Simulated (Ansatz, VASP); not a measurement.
## GaP: VASP beside Ansatz

```
Ga P
1.0
     1.91675    1.10664    6.34390
    -1.91675    1.10664    6.34390
     0.00000   -2.21328    6.34390
Ga P
2 2
Cartesian
  0.0000 0.0000 10.7458
  0.0000 0.0000 8.2859
  0.0000 0.0000 17.9395
  0.0000 0.0000 1.0922
```

Measurements of this composition are mostly on another form, of space group No. 216.

Alike in both runs: task single point; functional PBEsol; k mesh 8 × 8 × 8; occupations fermi-dirac, width 0.05 eV; no spin polarisation.

```csv
,VASP,Ansatz
version,VASP 6.6.1,Ansatz 0.2.0
potentials or method,"VASP PAW PBE potentials, release 64 (Ga_d, P)",Ansatz PAW
plane-wave cutoff (eV),520,420
valence electrons in the cell,36,36
```

```csv
,VASP,Ansatz,Ansatz less VASP
gap on the k mesh at the Fermi level (eV),0.74,0.73,-0.011
least direct gap on the mesh (eV),1.09,1.09,+0.001
pressure (GPa),0.1,0.2,+0.04
largest component of the traceless stress (GPa),0.63,0.64,+0.011
rms of the force components (eV/Å),0.092,0.096,+0.0043
```

Atom by atom the forces differ by 0.006 eV/Å (rms over components).

Caveats: the PAW data sets were made with another functional, which shifts forces and pressure a little (VASP); the PAW data sets come from PBE, with cores solved anew for the run's functional, which leaves a small shift of forces and pressure (Ansatz). A k mesh can miss the band edges.
